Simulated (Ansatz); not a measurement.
# Te2Mo: frozen-core PAW against all-electron methods

```
Mo Te
1.0
     0.00000    3.32808    3.32808
     3.32808    0.00000    3.32808
     3.32808    3.32808    0.00000
Mo Te
1 2
Direct
  0.00000 0.00000 0.00000
  0.25000 0.25000 0.25000
  0.75000 0.75000 0.75000
```

Atoms are numbered in the order listed.

The cell was built from the fluorite type and relaxed in the same program, and has space group Fm-3m; it needn't be a known or the stable phase.

No spin–orbit coupling, which matters for the heavy atoms here.

Methods: DFT, PBE, PAW with Ansatz's default frozen-core files, scalar-relativistic (Ansatz 0.2.0); DFT, PBE, all-electron PAW with datasets made for the crystal, scalar-relativistic (Ansatz 0.2.0); DFT, PBE, all-electron LAPW, scalar-relativistic (Ansatz 0.2.0).

For PAW: a Γ-centred 11×11×11 k mesh, Fermi–Dirac smearing of 0.05 eV, cutoff 420 eV, no spin polarisation. The crystal-made all-electron datasets (AE datasets) take a cutoff of 260 eV at this cell. LAPW targets a basis error of 0.5 meV/atom. The Ansatz runs share mesh, smearing and spin set-up. Plane-wave (PAW) pressures include the program's estimate of the Pulay term.

Stress and pressure are positive in compression.

Levels count from the Fermi level.

```
                      quantity     PAW  AE datasets    LAPW
                pressure (GPa)   -0.01        -0.01   -0.01
highest filled level at U (eV)  -0.272       -0.273  -0.273
  lowest empty level at U (eV)   0.001        0.001   0.001
highest filled level at K (eV)  -0.272       -0.273  -0.273
  lowest empty level at K (eV)   0.001        0.001   0.001
highest filled level at L (eV)  -0.419       -0.419  -0.419
  lowest empty level at L (eV)   1.272        1.272   1.272
```

PAW's pressure differs from the LAPW value by about 0.01 GPa or less. Datasets made for the crystal and LAPW share parts of one code, so their agreement isn't an independent check.
